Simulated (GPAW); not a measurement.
# GaN (F-43m) in GPAW: single point with LDA

Aim: the single point of GaN with LDA.

Everything below comes from runs of GPAW 26.7.0. Logs are shortened: lines on timing, memory, paths and dates and some standing lists are left out, and cuts for length are marked. The log counts tension as positive stress, the text compression.

**Experimental background.**

From a printed reference work, textbook, for a bulk crystal of GaN at 0 K: band gap 3.299 eV (direct).

How close the calculation comes is told below.

### Step 1. The crystal as given

The structure is cubic, space group F-43m (No. 216). Conventional cell: a = 4.507 Å, b = 4.507 Å, c = 4.507 Å, α = 90.00°, β = 90.00°, γ = 90.00°. Ga (site symmetry -43m) has 4 N at 1.95 Å as nearest neighbours. N (site symmetry -43m) is surrounded by 4 Ga at 1.95 Å.

The cell is a database's computed one.

### Step 2. Single point, LDA

Input file run.py:

```python
from ase.dft.bandgap import bandgap
from ase.io import read, write
from ase.units import GPa
from gpaw import GPAW, PW

atoms = read('GaN.xyz')

calc = GPAW(mode=PW(650),
            xc='LDA',
            kpts={'size': (8, 8, 8), 'gamma': True},
            occupations={'name': 'fermi-dirac', 'width': 0.05},
            nbands=11,
            convergence={'density': 1e-05, 'energy': 1e-05},
            maxiter=80,
            txt='gpaw.txt')
atoms.calc = calc
energy = atoms.get_potential_energy()
forces = atoms.get_forces()
stress = atoms.get_stress()
calc.write('gs.gpw')
write('result.traj', atoms)
print(f'Energy: {energy:.6f} eV')
print('Forces (eV/A):')
print(forces.round(4))
print('Stress (GPa):', (stress / GPa).round(3))
print('Fermi level:', round(calc.get_fermi_level(), 4), 'eV')
print(f'Gap: {bandgap(calc)[0]:.4f} eV, direct: {bandgap(calc, direct=True)[0]:.4f} eV')
```

Input file GaN.xyz:

```xyz
2
Lattice="0.0000000000 2.2535006075 2.2535006075 2.2535006075 0.0000000000 2.2535006075 2.2535006075 2.2535006075 0.0000000000" Properties=species:S:1:pos:R:3 pbc="T T T"
Ga     0.0000000000      0.0000000000      0.0000000000
N      1.1267503038      1.1267503038      1.1267503038
```

Potentials or basis: the program's PAW data sets (release 1.2.1) made for this functional, pw.

On the command line:

```
$ OMP_NUM_THREADS=1 python run.py
```

gpaw.txt:

```text
__  _  _
 | _ |_)|_||  |
 |__||  | ||/\| - 26.7.0

Input parameters:
  mode=PW(ecut=650.0),
  convergence={'density': 1e-05, 'energy': 1e-05},
  kpts=MonkhorstPack(size=(8, 8, 8), gamma=True),
  maxiter=80,
  nbands=11,
  occupations=Occupations(name='fermi-dirac', width=0.05),
  xc=XC(name='LDA')

Diagonalizing LCAO Hamiltonian
Converting LCAO to pw mode

           N
       Ga

Atoms  # Å, Bohr magnetons
|   | symbol |        x |        y |        z |    initial magnetic moments |
|---|--------|----------|----------|----------|-----------------------------|
| 0 |     Ga | 0.000000 | 0.000000 | 0.000000 | ( 0.0000,  0.0000,  0.0000) |
| 1 |      N | 1.126750 | 1.126750 | 1.126750 | ( 0.0000,  0.0000,  0.0000) |

Unit cell  # Å
| periodic |        x |        y |        z |  lengths |    angles |
|----------|----------|----------|----------|----------|-----------|
|      yes | 0.000000 | 2.253501 | 2.253501 | 3.186931 | 60.000000 |
|      yes | 2.253501 | 0.000000 | 2.253501 | 3.186931 | 60.000000 |
|      yes | 2.253501 | 2.253501 | 0.000000 | 3.186931 | 60.000000 |

Number of symmetries: 24
Symmetry operations  # r_c * U_cc + t_c -> r_c
|    | kind |            matrix            |
|----|------|------------------------------|
|  0 |  E   |  1, 0, 0,  0, 1, 0,  0, 0, 1 |
|  1 |  σ   |  1, 0, 0,  0, 0, 1,  0, 1, 0 |
|  2 |  σ   |  1, 0,-1,  0, 1,-1,  0, 0,-1 |
|  3 |  C3  |  1, 0,-1,  0, 0,-1,  0, 1,-1 |
|  4 |  C3  |  1,-1, 0,  0,-1, 1,  0,-1, 0 |
|  5 |  σ   |  1,-1, 0,  0,-1, 0,  0,-1, 1 |
|  6 |  σ   |  0, 1, 0,  1, 0, 0,  0, 0, 1 |
|  7 |  C3  |  0, 1, 0,  0, 0, 1,  1, 0, 0 |
|  8 |  C2  |  0, 1,-1,  1, 0,-1,  0, 0,-1 |
|  9 |  S4  |  0, 1,-1,  0, 0,-1,  1, 0,-1 |
| 10 |  C3  |  0, 0, 1,  1, 0, 0,  0, 1, 0 |
| 11 |  σ   |  0, 0, 1,  0, 1, 0,  1, 0, 0 |
| 12 |  S4  |  0, 0,-1,  1, 0,-1,  0, 1,-1 |
| 13 |  C3  |  0, 0,-1,  0, 1,-1,  1, 0,-1 |
| 14 |  S4  |  0,-1, 1,  1,-1, 0,  0,-1, 0 |
| 15 |  C2  |  0,-1, 1,  0,-1, 0,  1,-1, 0 |
| 16 |  C3  |  0,-1, 0,  1,-1, 0,  0,-1, 1 |
| 17 |  S4  |  0,-1, 0,  0,-1, 1,  1,-1, 0 |
| 18 |  S4  | -1, 1, 0, -1, 0, 1, -1, 0, 0 |
| 19 |  C3  | -1, 1, 0, -1, 0, 0, -1, 0, 1 |
| 20 |  C3  | -1, 0, 1, -1, 1, 0, -1, 0, 0 |
| 21 |  S4  | -1, 0, 1, -1, 0, 0, -1, 1, 0 |
| 22 |  σ   | -1, 0, 0, -1, 1, 0, -1, 0, 1 |
| 23 |  C2  | -1, 0, 0, -1, 0, 1, -1, 1, 0 |

BZ-sampling:
  Number of BZ points: 512
  Number of IBZ points: 29

  Monkhorst-Pack size: [8, 8, 8]
  Monkhorst-Pack shift: [0.0625, 0.0625, 0.0625]

K-points  # in reciprocal-cell coordinates
|     |                                coordinates |     weight |
|-----|--------------------------------------------|------------|
|   0 | (  0.00000000,   0.00000000,   0.00000000) | 0.00195312 |
|   1 | (  0.12500000,   0.12500000,   0.00000000) | 0.01171875 |
|   2 | (  0.12500000,   0.12500000,   0.12500000) | 0.01562500 |
|   3 | (  0.25000000,   0.12500000,   0.12500000) | 0.02343750 |
|   4 | (  0.25000000,   0.25000000,   0.00000000) | 0.01171875 |
|   5 | (  0.25000000,   0.25000000,   0.12500000) | 0.04687500 |
|   6 | (  0.25000000,   0.25000000,   0.25000000) | 0.01562500 |
|   7 | (  0.37500000,   0.25000000,  -0.37500000) | 0.04687500 |
|   8 | (  0.37500000,   0.25000000,   0.12500000) | 0.04687500 |
|   9 | (  0.37500000,   0.25000000,   0.25000000) | 0.04687500 |
| ... |                                            |            |
|  28 | (  0.50000000,   0.50000000,   0.50000000) | 0.00781250 |

Plane wave coefficients: 881
Cutoff: 650.0 eV

Spin-components: 1 (collinear spins)
Bands:           11
Projectors:      10
Spin-degeneracy: 2
Datatype:        complex128

Density:
  Valence electrons: 8.0
  Components: 1
  Grid points: [20 20 20]
  Charge: 0.0  # |e|

Potential:
  Grid points: [20 20 20]

species:
  Ga:
    name:    Gallium
    Z:       31.0
    valence: 3
    core:    28
    charge:  0.0  # [|e|]
    compensation charges:
      type: gauss
      rc: 0.37  # [Å]
      lmax: 2
    cutoffs:
      filter: 2.06  # [Å]
      core: 4.17  # [Å]
    projectors
    | kind |    occ | energy [eV] | rcut [Å] |
    |------|--------|-------------|----------|
    |   4s |  2.000 |      -9.167 |    1.164 |
    |   4p |  1.000 |      -2.734 |    1.164 |
    |    s |        |      18.045 |    1.164 |
    |    p |        |      24.478 |    1.164 |
    |    d |        |       0.000 |    1.164 |

    Using partial waves for Ga as LCAO basis

  N:
    name:    Nitrogen
    Z:       7.0
    valence: 5
    core:    2
    charge:  0.0  # [|e|]
    compensation charges:
      type: gauss
      rc: 0.18  # [Å]
      lmax: 2
    cutoffs:
      filter: 1.11  # [Å]
      core: 0.96  # [Å]
    projectors
    | kind |    occ | energy [eV] | rcut [Å] |
    |------|--------|-------------|----------|
    |   2s |  2.000 |     -18.420 |    0.603 |
    |   2p |  3.000 |      -7.237 |    0.529 |
    |    s |        |       8.791 |    0.603 |
    |    p |        |      19.974 |    0.529 |
    |    d |        |       0.000 |    0.577 |

    Using partial waves for N as LCAO basis

Reference energy: -54278.930546  # eV

eigensolver:
  PPCG
  Converge bands: occupied
  niter=2

density mixing:
  MSR1-Mixer
  Pratt-step length: 0.05
  Maximum mixing coefficient: 0.75
  Old densities: 10
  SVD Regularization: 0.005
  Good broyden scale: 1.0
  Trust region scale: 1.0
  Backstep threshold: 4.0
  History deletion threshold: 6.0
  Fourier metric: weight=20.0, sigma=0.015

occupation numbers:
  Fermi-Dirac:
    width: 0.0500  # eV

poisson solver:
  ecut: 5200.0  # eV

xc functional:
  name: None

convergence criteria:
- Maximum integral of absolute [dens]ity change: 1e-05 electrons / valence electron
- Maximum [total energy] change in last 3 cyles: 1e-05 eV / valence electron
- Maximum integral of absolute [eigenst]ate change: 4e-08 eV^2 / valence electron
maximum number of iterations: 80

SCF iterations
|iter     | |      energy | eigst |  dens |
|---------|-|-------------|-------|-------|
|iter:   1| |  -15.553287 | -0.30 |       |
|iter:   2| |  -15.083857 | -2.07 | -0.58 |
|iter:   3| |  -13.814149 | -0.76 | -0.63 |
|iter:   4| |  -13.799914 | -3.14 | -1.31 |
|iter:   5| |  -13.795262 | -3.48 | -1.58 |
|iter:   6| |  -13.795258 | -5.84 | -2.83 |
|iter:   7| |  -13.795261c| -6.54 | -3.20 |
|iter:   8| |  -13.795261c| -7.58c| -4.39 |
|iter:   9| |  -13.795261c| -8.47c| -5.15c|

Converged in 9 steps
Energy contributions relative to reference atoms: (reference = -54278.930546)

Energy contributions:
  Kinetic:          32.811826
  Coulomb:         -28.927644
  Zero:              0.079984
  External:          0.000000
  Xc:              -17.759427
  Entropy:          -0.000000
  Spinorbit:         0.000000
  ----------------------------
  Free energy:     -13.795261
  Extrapolated:    -13.795261

dipole moment: (-12.671106, -12.671106, -12.671106)  # |e|*Ang

Fermi level: 6.943
Eigenvalues  # (at kpt = [0.000, 0.000, 0.000])
| band index |      eig [eV] | occ [0-2] |
|------------|---------------|-----------|
|          0 |        -9.718 |     2.000 |
|          1 |         6.026 |     2.000 |
|          2 |         6.026 |     2.000 |
|          3 |         6.026 |     2.000 |
|          4 |         7.891 |     0.000 |
|          5 |        16.246 |     0.000 |
|          6 |        16.246 |     0.000 |
|          7 |        16.246 |     0.000 |
|          8 |        23.423 |     0.000 |
|          9 |        24.383 |     0.000 |
|         10 |        24.401 |     0.000 |

Gap: 1.865 eV
Transition (v -> c):
  (s=0, k=0, n=3, [0.00, 0.00, 0.00]) -> (s=0, k=0, n=4, [0.00, 0.00, 0.00])
No difference between direct/indirect transitions

Forces  # eV/Ang
|       x |       y |       z |
|---------|---------|---------|
| 0.00000 | 0.00000 | 0.00000 |  # Ga   0
| 0.00000 | 0.00000 | 0.00000 |  # N    1

Stress tensor  # eV/Ang^3
|        x |        y |        z |
|----------|----------|----------|
| 0.014920 | 0.000000 | 0.000000 |
| 0.000000 | 0.014920 | 0.000000 |
| 0.000000 | 0.000000 | 0.014920 |

# Writing to gs.gpw (mode='')
```

Run time: 4.4 s. Hardware: 1 thread of Arm Neoverse V2, shared host; peak memory 0.13 GiB.

What came out:

- Free energy: -13.7953 eV
- Pressure: -2.4 GPa
- Band gap on the k mesh: 1.87 eV, direct

Caveat: the cutoff is short for stress and forces, so pressures can be off by a GPa or more.

### Step 3. How close it comes

Step 2. A measured gap of GaN is 3.299 eV (direct; 0 K; a printed reference work, textbook); the calculated 1.87 eV misses it by -1.43 eV. Spin-orbit coupling on Ga is left out. The value is that of LDA, without temperature or zero-point motion. Semilocal functionals fall short of measured gaps as a rule. The cell is a database's relaxed one, not the measured one, which moves gaps too.
